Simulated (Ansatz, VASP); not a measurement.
## ZnO in VASP and in Ansatz

File INCAR:

```
PREC     = Accurate       # precision mode
ENCUT    = 520            # plane-wave cutoff, eV
EDIFF    = 1E-7           # SCF threshold, eV
ISMEAR   = -1             # smearing method
SIGMA    = 0.02           # smearing width, eV
LREAL    = False          # projectors in reciprocal space
LASPH    = True           # aspherical terms in the spheres
NELM     = 60             # most SCF steps
ALGO     = Normal         # electronic algorithm
ISIF     = 2              # what is computed and relaxed
LWAVE    = False          # write WAVECAR
LCHARG   = True           # write CHGCAR
GGA      = PE             # functional
LELF     = True           # ELF
LVHAR    = True         
NBANDS   = 16             # bands
```

Contents of KPOINTS:

```
Automatic mesh
0
Gamma
  10 10 10
```

POSCAR

```
ZnO
1.0
    0.0000000000      2.0575947932      2.2385035435
    2.0575947932      0.0000000000      2.2385035435
    2.0575947932      2.0575947932      0.0000000000
Zn O
1 1
Direct
    0.0000000000      0.0000000000      0.0000000000
    0.5000000000      0.5000000000      0.5000000000
```

Input for Ansatz:

```yaml
crystal:
  lattice:
    - [0.0, 2.0575947932, 2.2385035435]
    - [2.0575947932, 0.0, 2.2385035435]
    - [2.0575947932, 2.0575947932, 0.0]
  atoms:
    - { symbol: Zn, position: [0.0, 0.0, 0.0] }
    - { symbol: O, position: [0.5, 0.5, 0.5] }
kpoints:
  mp_grid: { grid: [10, 10, 10] }
  band_path:
    path:
      - [0.0, 0.0, 0.0]
      - [0.5, 0.0, 0.5]
      - [0.625, 0.25, 0.625]
      - [0.375, 0.375, 0.75]
      - [0.5, 0.5, 0.5]
      - [0.5, 0.25, 0.75]
    npoints: 1
hamiltonian:
  xc: pbe
scf:
  occupations: { method: fermi_dirac, width: 0.02 }
  n_extra_bands: 4
output:
  forces: true
  stress: true
  eigenvalues: true
```

Change from the starting cell: epitaxial_xy strain -3.6%.

Alike in both runs: task single point; functional PBE; k mesh 10 × 10 × 10; occupations fermi-dirac, width 0.02 eV; no spin polarisation.

```csv
,VASP,Ansatz
version,VASP 6.6.1,Ansatz 0.2.0
potentials or method,"VASP PAW PBE potentials, release 64 (Zn, O)","plane waves, PAW"
plane-wave cutoff (eV),520,420
valence electrons in the cell,18,18
```

Ansatz gave:

| Item | Value |
| --- | --- |
| gap on the k mesh at the Fermi level (eV) | 0.85 |
| pressure (GPa) | 15.4 |
| largest component of the traceless stress (GPa) | 8.08 |

Which values does VASP return?

gap on the k mesh at the Fermi level (eV): 0.82; pressure (GPa): 16.9; largest component of the traceless stress (GPa): 8.72.

The functional is the same, so the differences come from potentials, cutoffs and numerics.

Caveats: so large a pressure means that the cell lies far from this level's equilibrium, or that cutoff or potentials fall short (VASP). A k mesh can miss the band edges.
